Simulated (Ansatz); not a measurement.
SnSe₂ (1T monolayer): a single-point calculation in Ansatz (PBE). The cell was relaxed with r2SCAN and then strained (in-plane biaxial -3.0 %), with the atoms relaxed again with r2SCAN; k points keep the names of the unstrained zone.

The input:
```yaml
crystal:
  lattice:
    - [3.7201367107, 0.0, 0.0]
    - [-1.8600683554, 3.221732897, 0.0]
    - [0.0, 0.0, 30.0650267632]
  atoms:
    - { symbol: Sn, position: [0.0, 0.0, 0.2993511388] }
    - { symbol: Se, position: [0.3333333333, 0.6666666667, 0.3528865954] }
    - { symbol: Se, position: [0.6666666667, 0.3333333333, 0.2458156822] }
  periodic: [true, true, false]
kpoints:
  mp_grid: { grid: [12, 12, 1] }
  band_path:
    path:
      - [0.0, 0.0, 0.0]
      - [0.5, 0.0, 0.0]
      - [0.3333333333, 0.3333333333, 0.0]
      - [0.0, 0.104167, 0.0]
      - [0.0, 0.5, 0.0]
    npoints: 1
hamiltonian:
  xc: pbe
scf:
  occupations: { method: fermi_dirac, width: 0.02 }
  n_extra_bands: 4
output:
  forces: true
  stress: true
  eigenvalues: true
  write_density: true
  write_potential: true
  elf: true
  volumetric_format: npy
```

Run as `ansatz run input.yaml --threads 4 --pin off --max-ram 5529MiB --backend cpu --events-out ev --progress --plain --runs-dir out`. It took 2.7 s on 4 threads of Intel(R) Xeon(R) 6975P-C (Granite Rapids), on a shared host; peak host memory 0.77 GiB.

Main lines of the log:
```
Functional definition: PBE
Crystal: 3 atoms, lattice volume = 360.338 Å³
Basis set: ecut = 420 eV, 7085 PW (Γ)
Bands: 27, of which v1, the nominal top of the filled ones, is band 23 counted from 1 (22 counted from 0)
Symmetry: 12 space group operations
Space group: P-3m1 (ITA 164)
k-points: 19 of 144
preconditioner: auto → Resta (q_TF=auto, 1.936 Å⁻¹)  ε∞=1.7  [insulator: Δε(μ)=0.711 eV  σ=0.020 eV  ℏωp=7.8 eV]
WARN: The input density's exchange-correlation potential varies sharply where the density is thin. Do not read a vacuum level from v_tot or v_xc, or from such a field of the output density. […]
SCF converged after 6 iterations
Free energy (F): -16963.277907 eV
Fermi energy:    -5.365190 eV
--- Per-component energies (eV) ---
  E_band       = -1497.097786
  E_kinetic    = 426.280240
  E_local      = -99506.492726
  E_nonlocal   = -1222.443877
  E_hartree    = 49511.227929
  E_xc         = -590.250591
  E_vxc        = -291.884727
  E_paw        = -7963.913650
  E_vpaw       = 74.966685
  E_ewald      = 42382.315961
--- Forces (eV/Å), atoms counted from 1 ---
  atom   1  Sn      0.00000      0.00000      0.00000
  atom   2  Se      0.00000      0.00000      0.34498
  atom   3  Se      0.00000      0.00000    -0.34498
--- 2D stress c σ (N/m, compression-positive) ---
        3.985663       0.000000       0.000000
        0.000000       3.985663       0.000000
        0.000000       0.000000       0.000000
  P = ½ c Tr σ = 3.9857 N/m
```

The file bands.tsv (bands near the Fermi energy, numbered from 0, rounded):
```tsv
# k_distance	band_18	band_19	band_20	band_21	band_22	band_23	band_24	band_25	band_26
# fermi_ev = -5.365190
# [0, 0, 0] at k_distance = 0.000000
# [0.5, 0, 0] at k_distance = 0.975125
# [0.3333333333, 0.3333333333, 0] at k_distance = 1.538114
# [0, 0.104167, 0] at k_distance = 2.493571
# [0, 0.5, 0] at k_distance = 3.265545
# levels_relative_to = fermi_ev
0.000	-1.947	-0.822	-0.822	-0.416	-0.416	1.452	2.923	4.401	4.401
0.975	-5.209	-3.061	-2.699	-1.403	-0.808	0.346	3.671	4.699	4.969
1.538	-4.368	-4.368	-4.025	-1.529	-1.529	1.343	4.658	4.658	6.269
2.494	-1.901	-1.786	-1.175	-1.038	-0.360	1.971	3.505	4.191	4.663
3.266	-5.209	-3.061	-2.699	-1.403	-0.808	0.346	3.671	4.699	4.969
```
In order the rows are Γ, M, K, Γ–M (0.21), M.

Planar averages along the third cell vector, from rho_z.tsv and v_z.tsv (valence density with its augmentation; electrostatic potential energy of an electron):
```
z (Å)  ρ (e/Å³)  v_es (eV)
 2.51    0.0000       0.00
 3.34    0.0000       0.00
 3.76    0.0000       0.00
 4.04    0.0001       0.00
 4.45    0.0003      -0.01
 4.87    0.0012      -0.02
 5.29    0.0040      -0.08
 5.57    0.0093      -0.19
 5.99    0.0326      -0.66
 6.40    0.1067      -2.35
 6.82    0.3314      -6.38
 7.24    1.3901      -7.96
 7.52    1.4872      -8.53
 7.93    0.4616      -9.60
 8.35    0.4063     -10.00
 8.77    0.9222      -7.82
 9.05    1.1068      -7.04
 9.46    0.5748      -9.33
 9.88    0.3596     -10.11
10.30    0.9272      -8.94
10.58    1.6408      -8.34
11.00    0.6558      -7.30
11.41    0.1692      -4.18
11.83    0.0558      -1.14
12.25    0.0162      -0.33
12.53    0.0070      -0.14
12.94    0.0020      -0.04
13.36    0.0006      -0.01
13.78    0.0002       0.00
14.06    0.0001       0.00
14.48    0.0000       0.00
15.17    0.0000       0.00
```

The PBE gap is indirect, 0.71 eV (Γ–M (0.21 of the way from Γ) to M), below the direct gap of 1.15 eV at M. Edges are sought over the mesh and the listed points. The mean in-plane stress at these positions is +3.99 N/m, compression counted positive. The largest force is 0.34 eV/Å.

(Calculated; spin-unpolarised; the phase may be known or hypothetical.)

No spin-orbit coupling is included; it can move band edges with weight on the heavy atoms by tenths of an eV.
